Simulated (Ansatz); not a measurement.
Ansatz input file:

```yaml
crystal:
  lattice:
    - [6.1499993395, 0.0, 0.0]
    - [0.0, 8.6974124746, 0.0]
    - [0.0, 0.0, 23.1499993395]
  atoms:
    - { symbol: Si, position: [0.25, 0.75, 0.3671706368] }
    - { symbol: Si, position: [0.25, 0.25, 0.3671706368] }
    - { symbol: Si, position: [0.75, 0.75, 0.3671706368] }
    - { symbol: Si, position: [0.75, 0.25, 0.3671706368] }
    - { symbol: C, position: [0.5, 0.125, 0.3671706368] }
    - { symbol: C, position: [0.5, 0.625, 0.3671706368] }
    - { symbol: C, position: [0.0, 0.125, 0.3671706368] }
    - { symbol: C, position: [0.0, 0.625, 0.3671706368] }
    - { symbol: Si, position: [0.5, 0.5, 0.4335853184] }
    - { symbol: Si, position: [0.5, 0.0, 0.4335853184] }
    - { symbol: Si, position: [0.0, 0.5, 0.4335853184] }
    - { symbol: Si, position: [0.0, 0.0, 0.4335853184] }
    - { symbol: C, position: [0.75, 0.875, 0.4335853184] }
    - { symbol: C, position: [0.75, 0.375, 0.4335853184] }
    - { symbol: C, position: [0.25, 0.875, 0.4335853184] }
    - { symbol: C, position: [0.25, 0.375, 0.4335853184] }
    - { symbol: Si, position: [0.75, 0.25, 0.5] }
    - { symbol: Si, position: [0.75, 0.75, 0.5] }
    - { symbol: Si, position: [0.25, 0.25, 0.5] }
    - { symbol: Si, position: [0.25, 0.75, 0.5] }
    - { symbol: C, position: [0.0, 0.625, 0.5] }
    - { symbol: C, position: [0.0, 0.125, 0.5] }
    - { symbol: C, position: [0.5, 0.625, 0.5] }
    - { symbol: C, position: [0.5, 0.125, 0.5] }
    - { symbol: Si, position: [0.0, 0.0, 0.5664146816] }
    - { symbol: Si, position: [0.0, 0.5, 0.5664146816] }
    - { symbol: Si, position: [0.5, 0.0, 0.5664146816] }
    - { symbol: Si, position: [0.5, 0.5, 0.5664146816] }
    - { symbol: C, position: [0.25, 0.375, 0.5664146816] }
    - { symbol: C, position: [0.25, 0.875, 0.5664146816] }
    - { symbol: C, position: [0.75, 0.375, 0.5664146816] }
    - { symbol: C, position: [0.75, 0.875, 0.5664146816] }
    - { symbol: Si, position: [0.25, 0.75, 0.6328293632] }
    - { symbol: Si, position: [0.25, 0.25, 0.6328293632] }
    - { symbol: Si, position: [0.75, 0.75, 0.6328293632] }
    - { symbol: Si, position: [0.75, 0.25, 0.6328293632] }
    - { symbol: C, position: [0.5, 0.125, 0.6328293632] }
    - { symbol: C, position: [0.5, 0.625, 0.6328293632] }
    - { symbol: C, position: [0.0, 0.125, 0.6328293632] }
    - { symbol: C, position: [0.0, 0.625, 0.6328293632] }
basis:
  ecutwfc: 420
kpoints:
  mp_grid: { grid: [5, 3, 1] }
hamiltonian:
  xc: pbe
  dispersion: d3bj
scf:
  occupations: { method: gaussian, width: 0.05 }
output:
  forces: true
  eigenvalues: true
  write_density: true
  write_potential: true
  elf: true
  volumetric_format: npy
relax:
  adjacent_minimum: "off"
  f_tol: 0.03
  max_steps: 70
  constraints: [{ sites: [0, 1, 2, 3, 4, 5, 6, 7, 8, 9, 10, 11, 12, 13, 14, 15] }]
efield:
  axis: 3
  dipole_correction: true
  ramp_width: 0.04
```

Run as
```bash
ansatz run input.yaml --threads 4 --pin off --max-ram 12288MiB --backend cpu --events-out ev --progress --plain --runs-dir out
```

Computed with DFT PBE+D3(BJ), scalar-relativistic, plane waves, PAW (Ansatz).

From the run's log, abridged:

```
Pseudopotentials: kind: paw
Pseudopotential: Si, paw, valence charge 4, recommended cutoff 420 eV (normal)
Pseudopotential: C, paw, valence charge 4, recommended cutoff 420 eV (normal)
Functional definition: PBE
Crystal: 40 atoms, lattice volume = 1238.272 Å³
Basis set: ecut = 420 eV, 24257 PW (Γ), exchange–correlation on 90×120×320 points (8 copies of the dense FFT grid, shifted against one another)
Bands: 120, of which v1, the nominal top of the filled ones, is band 80 counted from 1 (79 counted from 0)
Symmetry: 8 space group operations
k-points: 6 of 15 (time reversal used)
Initial density: superposition of atomic densities (neutral atoms: chi_scale 0, normalization atom), corrected by the library's trained network
Initial wavefunctions: pseudopotential atomic-orbital guess
Functional: x = pbe(κ = 0.804, μ = 0.21951497), c = pbe(β = 0.06672455)
SCF iter   1: F=—  HF=-17727.676204 eV  |F-HF|=—  |Δ(HF+E_count)|=         —  Δρ=5.54e-3  dr2=7.47e-1  ethr=1.77e-3  p=0.000 e·Å  D=2.98e-14 V/Å  ΔV_dip= 0.00 eV  dr2_dipole=8.62e-8  V_vac-E_F(+/−)=4.95/4.95 eV  ⟨swp⟩=9.3  Hψ=4406  notcnv=0  defer=106
efield: sawtooth ramp at fractional position 0.9800 (placed from the atoms, in the widest stretch of the axis that holds none; the zero of the levels goes with the place), width 0.0400; the density the first Hamiltonian is built on has a dipole p = 0.000 e·Å; the dipole correction subtracts the counter field D = 2.98e-14 V/Å, which shifts the + side's vacuum level by  0.00 eV against the − side's; the planar-averaged density in the ramp window peaks in size at 9.7e-6 e/Å³
SCF iter   2: F=—  HF=-17727.664012 eV  |F-HF|=—  |Δ(HF+E_count)|=   1.22e-2  Δρ=4.91e-3  dr2=6.21e-1  ethr=4.67e-4  p=0.000 e·Å  D=7.06e-6 V/Å  ΔV_dip= 0.00 eV  dr2_dipole=1.09e-7  V_vac-E_F(+/−)=4.82/4.82 eV  ⟨swp⟩=3.0  Hψ=1216  notcnv=0  defer=191
SCF iter   3: F=—  HF=-17727.583008 eV  |F-HF|=—  |Δ(HF+E_count)|=   8.10e-2  Δρ=7.64e-4  dr2=1.25e-2  ethr=3.88e-4  p=0.000 e·Å  D=2.93e-6 V/Å  ΔV_dip= 0.00 eV  dr2_dipole=8.82e-9  V_vac-E_F(+/−)=4.92/4.92 eV  ⟨swp⟩=2.3  Hψ=924  notcnv=0  defer=191
SCF iter   4: F=—  HF=-17727.582444 eV  |F-HF|=—  |Δ(HF+E_count)|=   5.64e-4  Δρ=1.77e-4  dr2=6.72e-4  ethr=7.84e-6  p= 0.000 e·Å  D=-1.44e-6 V/Å  ΔV_dip=0.00 eV  dr2_dipole=9.50e-9  V_vac-E_F(+/−)=4.93/4.93 eV  ⟨swp⟩=2.0  Hψ=1202  notcnv=0  defer=191
SCF iter   5: F=—  HF=-17727.582474 eV  |F-HF|=—  |Δ(HF+E_count)|=   3.04e-5  Δρ=6.14e-5  dr2=4.96e-5  ethr=4.20e-7  p=0.000 e·Å  D=2.36e-7 V/Å  ΔV_dip= 0.00 eV  dr2_dipole=1.51e-9  V_vac-E_F(+/−)=4.94/4.94 eV  ⟨swp⟩=2.0  Hψ=939  notcnv=0  defer=191
SCF iter   6: F=-17727.582489 eV  HF=-17727.582497 eV  |F-HF|=8.38e-6  |Δ(HF+E_count)|=   2.28e-5  Δρ=2.61e-5  dr2=1.74e-5  ethr=1.41e-8  p= 0.000 e·Å  D=-5.71e-7 V/Å  ΔV_dip=0.00 eV  dr2_dipole=1.85e-9  V_vac-E_F(+/−)=4.94/4.94 eV  ⟨swp⟩=37.7  Hψ=11287  notcnv=0
SCF 1 converged in 6 iterations: F = -17727.582489 eV  dr2 = 1.74e-5
relax step   1: F+E_penalty+E_count = -17727.58248852 eV  Δ(F+E_penalty+E_count) = +0.000e0 eV  max|allowed force component| = 2.832e0 eV/Å  Δτ_max = 0.0000 Å  (6 SCF iters, dr2 threshold 2.25e-5 eV, accepted)
Initial density: handed on by an earlier stage of this run
Initial wavefunctions: those handed on with the density
SCF iter   1: F=—  HF=-17729.665613 eV  |F-HF|=—  |Δ(HF+E_count)|=         —  Δρ=7.61e-3  dr2=1.06e0  ethr=6.65e-4  p= 0.000 e·Å  D=-5.77e-7 V/Å  ΔV_dip=0.00 eV  dr2_dipole=3.24e-4  V_vac-E_F(+/−)=5.01/5.01 eV  ⟨swp⟩=1.3  Hψ=2625  notcnv=0  defer=188
efield: sawtooth ramp at fractional position 0.9800 (handed on by an earlier solve), width 0.0400; the density the first Hamiltonian is built on has a dipole p =  0.000 e·Å; the dipole correction subtracts the counter field D = -5.77e-7 V/Å, which shifts the + side's vacuum level by +0.00 eV against the − side's; the planar-averaged density in the ramp window peaks in size at 1.3e-7 e/Å³
SCF iter   2: F=—  HF=-17729.801061 eV  |F-HF|=—  |Δ(HF+E_count)|=   1.35e-1  Δρ=8.39e-3  dr2=2.10e0  ethr=6.62e-4  p=0.060 e·Å  D=8.76e-3 V/Å  ΔV_dip=-0.20 eV  dr2_dipole=2.26e-1  V_vac-E_F(+/−)=4.78/4.99 eV  ⟨swp⟩=3.8  Hψ=1253  notcnv=0  defer=188
SCF iter   3: F=—  HF=-17729.416780 eV  |F-HF|=—  |Δ(HF+E_count)|=   3.84e-1  Δρ=1.09e-3  dr2=3.82e-2  ethr=6.62e-4  p=-0.007 e·Å  D=-1.04e-3 V/Å  ΔV_dip=0.02 eV  dr2_dipole=8.37e-3  V_vac-E_F(+/−)=5.01/4.98 eV  ⟨swp⟩=3.0  Hψ=1264  notcnv=0  defer=187
SCF iter   4: F=—  HF=-17729.412388 eV  |F-HF|=—  |Δ(HF+E_count)|=   4.39e-3  Δρ=3.53e-4  dr2=4.56e-3  ethr=2.39e-5  p=-0.023 e·Å  D=-3.43e-3 V/Å  ΔV_dip=0.08 eV  dr2_dipole=7.20e-4  V_vac-E_F(+/−)=5.06/4.98 eV  ⟨swp⟩=2.0  Hψ=1008  notcnv=0  defer=187
SCF iter   5: F=—  HF=-17729.411770 eV  |F-HF|=—  |Δ(HF+E_count)|=   6.17e-4  Δρ=1.41e-4  dr2=1.03e-3  ethr=2.85e-6  p=-0.026 e·Å  D=-3.84e-3 V/Å  ΔV_dip=0.09 eV  dr2_dipole=3.63e-4  V_vac-E_F(+/−)=5.07/4.98 eV  ⟨swp⟩=2.0  Hψ=1040  notcnv=0  defer=187
SCF iter   6: F=—  HF=-17729.411734 eV  |F-HF|=—  |Δ(HF+E_count)|=   3.68e-5  Δρ=8.00e-5  dr2=3.16e-4  ethr=6.44e-7  p=-0.029 e·Å  D=-4.18e-3 V/Å  ΔV_dip=0.10 eV  dr2_dipole=9.64e-5  V_vac-E_F(+/−)=5.08/4.98 eV  ⟨swp⟩=2.2  Hψ=892  notcnv=0  defer=187
SCF iter   7: F=-17729.411705 eV  HF=-17729.411726 eV  |F-HF|=2.13e-5  |Δ(HF+E_count)|=   7.54e-6  Δρ=3.24e-5  dr2=2.97e-5  ethr=6.25e-8  p=-0.030 e·Å  D=-4.36e-3 V/Å  ΔV_dip=0.10 eV  dr2_dipole=6.76e-6  V_vac-E_F(+/−)=5.08/4.98 eV  ⟨swp⟩=32.2  Hψ=9610  notcnv=0
SCF 2 converged in 7 iterations: F = -17729.411705 eV  dr2 = 2.97e-5
relax step   2: F+E_penalty+E_count = -17729.41170474 eV  Δ(F+E_penalty+E_count) = -1.829e0 eV  max|allowed force component| = 1.628e0 eV/Å  Δτ_max = 0.1990 Å  (7 SCF iters, dr2 threshold 1.00e-4 eV, accepted)
SCF iter   1: F=—  HF=-17730.100077 eV  |F-HF|=—  |Δ(HF+E_count)|=         —  Δρ=6.67e-3  dr2=8.29e-1  ethr=5.50e-4  p=-0.030 e·Å  D=-4.36e-3 V/Å  ΔV_dip=0.10 eV  dr2_dipole=1.09e-1  V_vac-E_F(+/−)=5.15/5.05 eV  ⟨swp⟩=2.0  Hψ=3014  notcnv=0  defer=190
efield: sawtooth ramp at fractional position 0.9800 (handed on by an earlier solve), width 0.0400; the density the first Hamiltonian is built on has a dipole p = -0.030 e·Å; the dipole correction subtracts the counter field D = -4.36e-3 V/Å, which shifts the + side's vacuum level by +0.10 eV against the − side's; the planar-averaged density in the ramp window peaks in size at 2.6e-7 e/Å³
   ...
efield: sawtooth ramp at fractional position 0.9800 (handed on by an earlier solve), width 0.0400; the density the first Hamiltonian is built on has a dipole p = -0.061 e·Å; the dipole correction subtracts the counter field D = -8.96e-3 V/Å, which shifts the + side's vacuum level by +0.21 eV against the − side's; the planar-averaged density in the ramp window peaks in size at 1.4e-7 e/Å³
SCF iter   2: F=—  HF=-17730.082019 eV  |F-HF|=—  |Δ(HF+E_count)|=   1.45e-4  Δρ=1.11e-5  dr2=2.84e-6  ethr=3.01e-9  p=-0.061 e·Å  D=-8.97e-3 V/Å  ΔV_dip=0.21 eV  dr2_dipole=8.18e-8  V_vac-E_F(+/−)=5.18/4.97 eV  ⟨swp⟩=2.0  Hψ=1004  notcnv=0
SCF iter   3: F=—  HF=-17730.082019 eV  |F-HF|=—  |Δ(HF+E_count)|=   6.80e-7  Δρ=4.45e-6  dr2=7.55e-7  ethr=1.78e-9  p=-0.061 e·Å  D=-8.97e-3 V/Å  ΔV_dip=0.21 eV  dr2_dipole=1.85e-7  V_vac-E_F(+/−)=5.18/4.97 eV  ⟨swp⟩=2.0  Hψ=977  notcnv=0
SCF iter   4: F=—  HF=-17730.082019 eV  |F-HF|=—  |Δ(HF+E_count)|=   2.47e-7  Δρ=1.48e-6  dr2=1.13e-7  ethr=4.72e-10  p=-0.061 e·Å  D=-8.98e-3 V/Å  ΔV_dip=0.21 eV  dr2_dipole=3.38e-8  V_vac-E_F(+/−)=5.18/4.97 eV  ⟨swp⟩=2.5  Hψ=869  notcnv=0
SCF iter   5: F=-17730.082019 eV  HF=-17730.082019 eV  |F-HF|=4.78e-9  |Δ(HF+E_count)|=   1.27e-7  Δρ=4.65e-7  dr2=1.10e-8  ethr=6.25e-11  p=-0.061 e·Å  D=-8.98e-3 V/Å  ΔV_dip=0.21 eV  dr2_dipole=3.76e-9  V_vac-E_F(+/−)=5.18/4.97 eV  ⟨swp⟩=17.5  Hψ=5878  notcnv=0
SCF 6 converged in 5 iterations: F = -17730.082019 eV  dr2 = 1.10e-8
relax step   6: F+E_penalty+E_count = -17730.08201890 eV  Δ(F+E_penalty+E_count) = -4.466e-6 eV  max|allowed force component| = 1.929e-2 eV/Å  Δτ_max = 0.0000 Å  (5 SCF iters, accepted)
WARN: The output density's exchange-correlation potential varies sharply where the density is thin. Do not read a vacuum level from v_tot or v_xc, or from such a field of the output density. On a cell that repeats whose density bears no net charge and no dipole along the vacuum's axis use v_es (v_loc + v_h of the components); under efield.dipole_correction with no amplitude use v_es + v_field, which holds any external_charges[].barrier, or the levels of the report's work_function block, which leave it out; under a non-zero efield.amplitude the vacuum is tilted and has no level; on a cell that repeats and bears such a dipole with no correction it is tilted too, and efield.dipole_correction wi ...
SCF converged after 5 iterations
Free energy (F): -17730.082019 eV
Harris-Foulkes:  -17730.082019 eV  (|F-HF|=4.78e-9)
Internal energy: -17730.074300 eV  (E = F + TS)
E sigma→0 (E₀):  -17730.078159 eV
Entropy (-TS):   -0.007719 eV (-0.193 meV/atom)
Fermi energy:    0.040785 eV
Dipole field:    D = -0.009013 V/Å  (p = -0.061675 e·Å, saw-weighted, corrected)
Work function:   Φ+ = 5.1830 eV   Φ− = 4.9744 eV
Levels:          The Fermi level and band energies are counted from a zero that moves with the ramp; work functions are not
--- Per-component energies (eV) ---
  E_band       = -1004.347683
  E_kinetic    = 2662.665494
  E_local      = -77381.417626  (includes V_loc(G=0)·N_el)
  E_nonlocal   = 1039.571016
  E_hartree    = 37504.716956
  E_xc         = -2087.292773
  E_vxc        = -2155.976602  (∫ρ·V_xc dr)
  E_paw        = -12236.734199  (= ΣΔE_a)
  E_vpaw       = -178.602451  (= ΣTr[D̂ρ^β])
  E_aug_tail   = 0.000258  (compensation charges beyond the density's cutoff)
  E_efield     = 0.000278  (sawtooth field / dipole correction)
  E_vefield    = -0.018497  (∫n·V_field dr)
  E_ewald      = 32777.655102
  E_disp       = -9.238803  (pairwise vdW)
  E_smearing   = -0.007719  (= −TS)
--- Forces (eV/Å), atoms counted from 1 ---
  atom   1  Si     0.00000000    -2.85188129     1.63727268
  atom   2  Si     0.00000000    -2.85188129     1.63727268
  atom   3  Si     0.00000000    -2.85188129     1.63727268
  atom   4  Si     0.00000000    -2.85188129     1.63727268
  atom   5  C      0.00000000     1.82601392    -0.55682315
  atom   6  C      0.00000000     1.82601392    -0.55682315
  atom   7  C      0.00000000     1.82601392    -0.55682315
  atom   8  C      0.00000000     1.82601392    -0.55682315
  atom   9  Si     0.00000000     0.29213407    -0.77698895
  atom  10  Si     0.00000000     0.29213407    -0.77698895
  atom  11  Si     0.00000000     0.29213407    -0.77698895
  atom  12  Si     0.00000000     0.29213407    -0.77698895
  atom  13  C      0.00000000     0.72102985    -0.31268317
  atom  14  C      0.00000000     0.72102985    -0.31268317
  atom  15  C      0.00000000     0.72102985    -0.31268317
  atom  16  C      0.00000000     0.72102985    -0.31268317
  atom  17  Si     0.00000000     0.00635379     0.01928846
  atom  18  Si     0.00000000     0.00635379     0.01928846
  atom  19  Si     0.00000000     0.00635379     0.01928846
  atom  20  Si     0.00000000     0.00635379     0.01928846
  atom  21  C      0.00000000    -0.00927916    -0.00665928
  atom  22  C      0.00000000    -0.00927916    -0.00665928
  atom  23  C      0.00000000    -0.00927916    -0.00665928
  atom  24  C      0.00000000    -0.00927916    -0.00665928
  atom  25  Si     0.00000000    -0.01163840     0.01333648
  atom  26  Si     0.00000000    -0.01163840     0.01333648
  atom  27  Si     0.00000000    -0.01163840     0.01333648
  atom  28  Si     0.00000000    -0.01163840     0.01333648
  atom  29  C      0.00000000     0.01175213    -0.00723702
  atom  30  C      0.00000000     0.01175213    -0.00723702
  atom  31  C      0.00000000     0.01175213    -0.00723702
  atom  32  C      0.00000000     0.01175213    -0.00723702
  atom  33  Si     0.00000000     0.01524216     0.00022023
  atom  34  Si     0.00000000     0.01524216     0.00022023
  atom  35  Si     0.00000000     0.01524216     0.00022023
  atom  36  Si     0.00000000     0.01524216     0.00022023
  atom  37  C      0.00000000     0.00027688    -0.00970314
  atom  38  C      0.00000000     0.00027688    -0.00970314
  atom  39  C      0.00000000     0.00027688    -0.00970314
  atom  40  C      0.00000000     0.00027688    -0.00970314
--- Band table (eV; the first three rows and the last of 6) ---
  k-point 0: bands = ["-15.8819", "-14.6502", "-14.4088", "-14.2204", "-13.3657", "-13.1596", "-12.9811", "-12.7511", "-12.7269", "-12.4285", "-12.2436", "-12.1662", "-12.0254", "-11.6097", "-11.5477", "-11.2941", "-11.1718", "-10.9326", "-10.5190", "-10.2574", "-9.3290", "-8.8785", "-8.3528", "-8.3163", "-8.2131", "-8.1946", "-7.9802", "-7.8685", "-7.5058", "-7.4248", "-7.2649", "-7.2136", "-6.6490", "-6.6214", "-6.0215", "-6.0165", "-5.7030", "-5.4440", "-5.2402", "-5.2148", "-5.0901", "-4.8119", "-4.6684", "-4.6092", "-4.4701", "-4.4566", "-4.1259", "-4.0265", "-3.8072", "-3.7960", "-3.6975", "-3.4379", "-3.3959", "-3.2052", "-3.1429", "-2.9922", "-2.9797", "-2.9490", "-2.8583", "-2.8062" ...
  k-point 1: bands = ["-15.7034", "-15.1752", "-14.4882", "-14.0220", "-13.1494", "-12.8683", "-12.6508", "-12.6452", "-12.5983", "-12.5895", "-12.3961", "-12.0670", "-11.9363", "-11.8993", "-11.7314", "-11.4641", "-11.4037", "-11.2775", "-10.4637", "-10.3360", "-8.8716", "-8.4394", "-8.0986", "-8.0545", "-8.0121", "-7.9001", "-7.8863", "-7.8228", "-7.7543", "-7.5782", "-7.5344", "-7.4706", "-7.3332", "-7.1560", "-6.7405", "-6.1593", "-5.5002", "-4.9391", "-4.9217", "-4.8012", "-4.7818", "-4.5614", "-4.4942", "-4.4699", "-4.3877", "-4.3782", "-4.2741", "-4.0719", "-3.9253", "-3.9167", "-3.6714", "-3.5506", "-3.3779", "-3.2824", "-3.2668", "-2.9500", "-2.8920", "-2.8913", "-2.8598", "-2.8274" ...
  k-point 2: bands = ["-15.7514", "-14.5231", "-14.2875", "-14.1017", "-13.8817", "-13.2531", "-13.0402", "-12.7578", "-12.7353", "-12.6079", "-12.5906", "-12.0501", "-11.8838", "-11.8521", "-11.5175", "-11.2205", "-11.1878", "-10.8695", "-10.6730", "-10.5842", "-8.7608", "-8.3655", "-8.2404", "-8.2231", "-7.8468", "-7.7680", "-7.7516", "-7.6728", "-7.5486", "-7.4555", "-7.4054", "-7.1837", "-6.1962", "-5.9797", "-5.9484", "-5.7938", "-5.6181", "-5.5874", "-5.5231", "-5.4925", "-5.3499", "-4.9921", "-4.8924", "-4.5143", "-4.4929", "-4.3187", "-4.1559", "-4.0088", "-3.9156", "-3.8530", "-3.7287", "-3.6207", "-3.5506", "-3.4931", "-3.4290", "-3.2219", "-3.1797", "-3.1342", "-2.9905", "-2.9766" ...
  k-point 5: bands = ["-15.1893", "-14.6749", "-14.5636", "-14.0736", "-13.9887", "-13.5384", "-13.3862", "-12.9644", "-12.7418", "-12.3305", "-12.1922", "-12.1580", "-11.6866", "-11.6862", "-11.6286", "-11.6129", "-11.4648", "-11.1372", "-11.0540", "-10.7587", "-8.1042", "-8.0260", "-7.6941", "-7.6908", "-7.6004", "-7.5269", "-7.5101", "-7.4622", "-7.1865", "-6.8269", "-6.7597", "-6.6052", "-6.4498", "-6.0637", "-6.0222", "-5.5103", "-5.4848", "-5.4782", "-5.4586", "-5.2105", "-5.1645", "-5.0075", "-4.9970", "-4.9110", "-4.8086", "-4.6106", "-4.4326", "-4.3815", "-4.3305", "-4.2614", "-3.9854", "-3.8914", "-3.8817", "-3.7923", "-3.6987", "-3.4654", "-3.3787", "-3.3028", "-3.2890", "-3.0934" ...
--- Relaxed structure (6 steps of the walk, 6 accepted, 0 SCFs on fresh bases) ---
  F+E_penalty+E_count = -17730.08201890 eV   max|allowed force component| = 1.929e-2 eV/Å
  atoms:
    - { symbol: Si, position: [0.25, 0.74999999, 0.3671706368] }
    - { symbol: Si, position: [0.25, 0.24999999, 0.3671706368] }
    - { symbol: Si, position: [0.75, 0.74999999, 0.3671706368] }
    - { symbol: Si, position: [0.75, 0.24999999, 0.3671706368] }
    - { symbol: C, position: [0.5, 0.12499999, 0.3671706368] }
    - { symbol: C, position: [0.5, 0.62499999, 0.3671706368] }
    - { symbol: C, position: [0.0, 0.12499999, 0.3671706368] }
    - { symbol: C, position: [0.0, 0.62499999, 0.3671706368] }
    - { symbol: Si, position: [0.5, 0.49999999, 0.43358531] }
    - { symbol: Si, position: [0.5, 0.0, 0.43358531] }
    - { symbol: Si, position: [0.0, 0.49999999, 0.43358531] }
    - { symbol: Si, position: [0.0, 0.0, 0.43358531] }
    - { symbol: C, position: [0.75, 0.87499999, 0.43358531] }
    - { symbol: C, position: [0.75, 0.37499999, 0.43358531] }
    - { symbol: C, position: [0.25, 0.87499999, 0.43358531] }
    - { symbol: C, position: [0.25, 0.37499999, 0.43358531] }
    - { symbol: Si, position: [0.75, 0.24585252, 0.49936969] }
    - { symbol: Si, position: [0.75, 0.74585252, 0.49936969] }
    - { symbol: Si, position: [0.25, 0.24585252, 0.49936969] }
    - { symbol: Si, position: [0.25, 0.74585252, 0.49936969] }
    - { symbol: C, position: [0.0, 0.62176180, 0.50074480] }
    - { symbol: C, position: [0.0, 0.12176180, 0.50074480] }
    - { symbol: C, position: [0.5, 0.62176180, 0.50074480] }
    - { symbol: C, position: [0.5, 0.12176180, 0.50074480] }
    - { symbol: Si, position: [0.0, -0.00177581, 0.56905814] }
    - { symbol: Si, position: [0.0, 0.49822418, 0.56905814] }
    - { symbol: Si, position: [0.5, -0.00177581, 0.56905814] }
    - { symbol: Si, position: [0.5, 0.49822418, 0.56905814] }
    - { symbol: C, position: [0.25, 0.37545885, 0.56699991] }
    - { symbol: C, position: [0.25, 0.87545885, 0.56699991] }
    - { symbol: C, position: [0.75, 0.37545885, 0.56699991] }
    - { symbol: C, position: [0.75, 0.87545885, 0.56699991] }
    - { symbol: Si, position: [0.25, 0.72277607, 0.62266487] }
    - { symbol: Si, position: [0.25, 0.22277607, 0.62266487] }
    - { symbol: Si, position: [0.75, 0.72277607, 0.62266487] }
    - { symbol: Si, position: [0.75, 0.22277607, 0.62266487] }
    - { symbol: C, position: [0.5, 0.12462938, 0.63394324] }
    - { symbol: C, position: [0.5, 0.62462938, 0.63394324] }
    - { symbol: C, position: [0.0, 0.12462938, 0.63394324] }
    - { symbol: C, position: [0.0, 0.62462938, 0.63394324] }
```

The relaxation met its thresholds.